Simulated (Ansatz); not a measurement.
# S: the cost of one run

Computed with Ansatz 0.2.0 (DFT PBE, scalar-relativistic, plane waves, PAW, unless a step's input says otherwise).

## 1. The structure to begin with

Symmetry: P4_2/mnm, No. 136, tetragonal system. The conventional cell has a = 5.678 Å, b = 5.678 Å, c = 2.950 Å, α = 90.00°, β = 90.00°, γ = 90.00°. S (site symmetry m2m) is surrounded by 1 S at 1.87 Å.

As a file:

```
CELL_PARAMETERS angstrom
5.67805 0.00000 0.00000
0.00000 5.67805 0.00000
0.00000 0.00000 2.94962
ATOMIC_POSITIONS crystal
S 0.88339 0.88339 0.50000
S 0.11661 0.11661 0.50000
S 0.38339 0.61661 0.00000
S 0.61661 0.38339 0.00000
```

The structure comes from the Materials Project (structure only).

## 2. Random moves and strain, cell strained

Against the listed cell: strain xx, yy, zz, yz, xz, xy = -1.6, -2.4, -0.4, +2.0, -0.6, +0.1 %; atoms moved by 0.15 Å root mean square, at most 0.18 Å.

The input, input.yaml:

```yaml
crystal:
  lattice:
    - [5.5865235629, 0.0055644927, -0.0325352482]
    - [0.0055644927, 5.5414965964, 0.1135610758]
    - [-0.0169012973, 0.0589923116, 2.93749266]
  atoms:
    - { symbol: S, position: [0.8997033072, 0.8663996424, 0.5421275236] }
    - { symbol: S, position: [0.1173218926, 0.137510148, 0.4711589535] }
    - { symbol: S, position: [0.3932222133, 0.6242397559, 0.0041530836] }
    - { symbol: S, position: [0.589752587, 0.3718522149, -0.0174361704] }
basis:
  ecutwfc: 420
kpoints:
  mp_grid: { grid: [8, 8, 12] }
hamiltonian:
  xc: pbe
scf:
  occupations: { method: gaussian, width: 0.1 }
output:
  forces: true
  stress: true
  eigenvalues: true
```

Launch:

```sh
> ansatz run input.yaml --threads 1 --pin off --max-ram 1331MiB --backend cpu --events-out ev --progress --plain --runs-dir out
```

Q: Estimate wall time and peak memory on 1 thread of an x86-64 CPU, shared host.

About 92 s, with a peak of 0.82 GiB.
